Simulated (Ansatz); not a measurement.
Here is an Ansatz 0.2.0 calculation.

input.yaml

```yaml
crystal:
  lattice:
    - [0.0, 2.8338, 2.8338]
    - [2.8338, 0.0, 2.8338]
    - [2.8338, 2.8338, 0.0]
  atoms:
    - { symbol: Se, position: [0.75, 0.75, 0.75] }
    - { symbol: Zn, position: [0.0, 0.0, 0.0] }
kpoints:
  mp_grid: { grid: [8, 8, 8] }
scf:
  occupations: { method: gaussian, width: 0.021 }
hamiltonian:
  xc: pbe
  pseudopotentials: { kind: all_electron, lapw: { basis_error: 0.001 } }
output:
  forces: true
  stress: true
  eigenvalues: true
```

Potentials or basis: all-electron LAPW, scalar-relativistic.

Launch:

```sh
$ ansatz run input.yaml --threads 1 --pin off --max-ram 3072MiB --backend cpu --events-out ev --progress --plain --runs-dir out
```

Task: Estimate the band gap on the k mesh.

Result: 1.29 eV, direct.

Task: Predict the pressure.

Result: 2.1 GPa.

**The experiment to reproduce.**

“Alloy Disordering Effects on the Thermal Conductivity and Energy Gap Temperature Dependence of Cd1−xZnxSe Ternary Crystals Grown by the Bridgman Method”, 2023, pmc:10253836 reports, for a bulk crystal of ZnSe at 300 K: band gap 2.695 ± 0.003 eV (an exciton energy, a little under the gap).

Against the measured gap of ZnSe, 2.695 eV (an exciton energy, a little under the gap; 300 K; “Alloy Disordering Effects on the Thermal Conductivity and Energy Gap Temperature Dependence of Cd1−xZnxSe Ternary Crystals Grown by the Bridgman Method”, 2023, pmc:10253836), the calculated 1.29 eV is off by -1.40 eV. So large a miss can be the level of theory's own, or it may mean another phase, state or a wrong row. Spin-orbit coupling on Se is left out. The value is that of PBE, without temperature or zero-point motion. Semilocal functionals fall short of measured gaps as a rule.
